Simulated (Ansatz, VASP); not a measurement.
# Two plane-wave programs on BaS

File INCAR:

```
SYSTEM = BaS
ALGO = Normal
EDIFF = 1E-7
ENCUT = 520
GGA = PE
GGA_COMPAT = .FALSE.
ISIF = 2
ISMEAR = 0
LASPH = .TRUE.
LCHARG = .TRUE.
LORBIT = 11
LORBMOM = .TRUE.
LREAL = .FALSE.
LSORBIT = .TRUE.
LVHAR = .TRUE.
LWAVE = .FALSE.
MAGMOM = 0 0 0 0 0 0 0 0 0 0 0 0
NBANDS = 46
NELM = 150
PREC = Accurate
SIGMA = 0.01
```

KPOINTS

```
k-points
0
G
  6 6 4
  0 0 0
```

The input POSCAR:

```
BaS
1.0
    5.3844481214      0.0000000000      0.0000000000
   -2.6922240607      4.6630688585      0.0000000000
    0.0000000000      0.0000000000      6.3816974437
Ba S
2 2
Direct
    0.3333333333      0.6666666667      0.2500000000
    0.6666666667      0.3333333333      0.7500000000
    0.6666666667      0.3333333333      0.2500000000
    0.3333333333      0.6666666667      0.7500000000
```

Input for Ansatz:

```yaml
crystal:
  lattice:
    - [5.3844481214, 0.0, 0.0]
    - [-2.6922240607, 4.6630688585, 0.0]
    - [0.0, 0.0, 6.3816974437]
  atoms:
    - { symbol: Ba, position: [0.3333333333, 0.6666666667, 0.25] }
    - { symbol: Ba, position: [0.6666666667, 0.3333333333, 0.75] }
    - { symbol: S, position: [0.6666666667, 0.3333333333, 0.25] }
    - { symbol: S, position: [0.3333333333, 0.6666666667, 0.75] }
kpoints:
  mp_grid: { grid: [6, 6, 4] }
  band_path:
    path:
      - [0.0, 0.0, 0.0]
      - [0.5, 0.0, 0.0]
      - [0.3333333333, 0.3333333333, 0.0]
      - [0.0, 0.0, 0.5]
      - [0.5, 0.0, 0.5]
      - [0.3333333333, 0.3333333333, 0.5]
    npoints: 1
hamiltonian:
  xc: pbe
scf:
  occupations: { method: fixed }
  n_extra_bands: 10
magnetization:
  noncollinear: true
  spin_orbit: true
output:
  forces: true
  stress: true
  eigenvalues: true
```

Alike in both runs: task single point; functional PBE; k mesh 6 × 6 × 4; non-collinear spin, spin-orbit coupling.

|  | VASP | Ansatz |
| --- | --- | --- |
| version | VASP 6.6.1 | Ansatz 0.2.0 |
| potentials or method | VASP PAW PBE potentials, release 64 (Ba_sv, S) | plane waves, PAW |
| plane-wave cutoff (eV) | 520 | 420 |
| occupations | gaussian, width 0.01 eV | fixed |
| valence electrons in the cell | 32 | 32 |

VASP gave:

- gap on the k mesh at the Fermi level (eV): 2.46
- pressure (GPa): 0.4
- largest component of the traceless stress (GPa): 0.10
- net moment per atom (μB): 0.00

Question: Estimate Ansatz's values.

Answer: gap on the k mesh at the Fermi level (eV): 2.56; pressure (GPa): 0.0; largest component of the traceless stress (GPa): 0.02; net moment per atom (μB): 0.00.
